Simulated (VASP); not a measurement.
# AgI in VASP 6.6.1, single-point calculation

INCAR

```
ISPIN = 2
ENCUT = 520
IBRION = -1
NBANDS = 16
SIGMA = 0.02
NSW = 0
LREAL = .FALSE.
ISIF = 2
EDIFF = 1E-7
PREC = Accurate
MAGMOM = -2 2
NELM = 120
LWAVE = .FALSE.
LASPH = .TRUE.
ISMEAR = -1
GGA = PE
LCHARG = .FALSE.
```

KPOINTS

```
KPOINTS created by Atomic Simulation Environment
0
Gamma
6 6 6
0 0 0
```

POSCAR

```
Ag I
 1.0000000000000000
     0.0000000000000000    3.3757221564000002    3.3757221564000002
     3.3757221564000002    0.0000000000000000    3.3757221564000002
     3.3757221564000002    3.3757221564000002    0.0000000000000000
 Ag  I
   1   1
Cartesian
  0.0000000000000000  0.0000000000000000  0.0000000000000000
  1.6878610781999999  1.6878610781999999  1.6878610781999999
```

The recommended PBE PAW datasets give the neutral cell 18 valence electrons.

Command

```
mpirun -np 1 vasp_std
```

OSZICAR

```
N       E                     dE             d eps       ncg     rms          rms(c)
DAV:   1     0.936997877730E+02    0.93700E+02   -0.75893E+03  1040   0.933E+02
DAV:   2    -0.337691446266E+00   -0.94037E+02   -0.87765E+02  1224   0.190E+02
DAV:   3    -0.379620404909E+01   -0.34585E+01   -0.34492E+01  1304   0.381E+01
DAV:   4    -0.384950663371E+01   -0.53303E-01   -0.53300E-01  1536   0.445E+00
DAV:   5    -0.384976116605E+01   -0.25453E-03   -0.25453E-03  1336   0.262E-01    0.105E+01
DAV:   6    -0.470760201142E+01   -0.85784E+00   -0.70640E-01  1208   0.891E+00    0.439E+00
DAV:   7    -0.477309018943E+01   -0.65488E-01   -0.17363E-01  1136   0.322E+00    0.231E+00
DAV:   8    -0.477274607161E+01    0.34412E-03   -0.60122E-03  1296   0.569E-01    0.124E+00
DAV:   9    -0.477295392983E+01   -0.20786E-03   -0.25294E-03  1152   0.383E-01    0.206E-01
DAV:  10    -0.477339325957E+01   -0.43933E-03   -0.75018E-04  1232   0.178E-01    0.710E-02
DAV:  11    -0.477346203888E+01   -0.68779E-04   -0.39614E-05  1232   0.453E-02    0.309E-02
DAV:  12    -0.477350675826E+01   -0.44719E-04   -0.23671E-05  1224   0.311E-02    0.178E-02
DAV:  13    -0.477351850459E+01   -0.11746E-04   -0.65596E-06  1192   0.160E-02    0.879E-03
DAV:  14    -0.477352185058E+01   -0.33460E-05   -0.32187E-06  1192   0.993E-03    0.322E-03
DAV:  15    -0.477352247475E+01   -0.62418E-06   -0.73473E-07  1160   0.464E-03    0.142E-03
DAV:  16    -0.477352253971E+01   -0.64958E-07   -0.34189E-08  1080   0.126E-03
   1 F= -.47735225E+01 E0= -.47735225E+01  d E =-.127859E-11  mag=    -0.0000
```

It converged. Results: pressure -1.3 GPa; magnetic moment of the cell 0.00 μB.

For comparison, a separate PBE run of the intended cell, on usual settings and not on those above, gives a gap of 1.35 eV on its mesh and a pressure of -1.3 GPa.

The run above took about 49 s on one core of a shared host (Intel Xeon Platinum 8488C) and held 0.24 GiB at most.
